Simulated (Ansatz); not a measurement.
Crystal: MgS.

```
S Mg
1.0
     4.03462    0.00000    0.00000
    -2.01731    3.49409    0.00000
     0.00000    0.00000    6.43229
S Mg
2 2
Direct
  0.66667 0.33333 0.87924
  0.33333 0.66667 0.37924
  0.33333 0.66667 0.99575
  0.66667 0.33333 0.49575
```

The cell comes from a database or a generator and needn't be the stable form of this composition.

Base run:

| Item | Value |
| --- | --- |
| Program | Ansatz 0.2.0 |
| Functional | PBEsol |
| Potentials or basis | all-electron LAPW, scalar-relativistic |
| Cutoff | 192 eV |
| Density cutoff | 767 eV |
| Basis error allowed | 0.002 eV/atom |
| k mesh | 8 × 8 × 4 |
| Occupations | fermi-dirac, width 0.05 eV |
| Spin | no spin polarisation |

Its results: band gap on the k mesh 3.27 eV, direct; pressure -0.3 GPa; largest force 0.045 eV/Å.

Task: The run is repeated on the same cell with these changes: functional from PBEsol to LDA. What comes out?

Result: Band gap on the k mesh 3.15 eV, direct; pressure -2.1 GPa; largest force 0.052 eV/Å.

LDA binds more tightly than PBEsol, so the same cell stands under less pressure.

Not every run made on this cell is shown here.
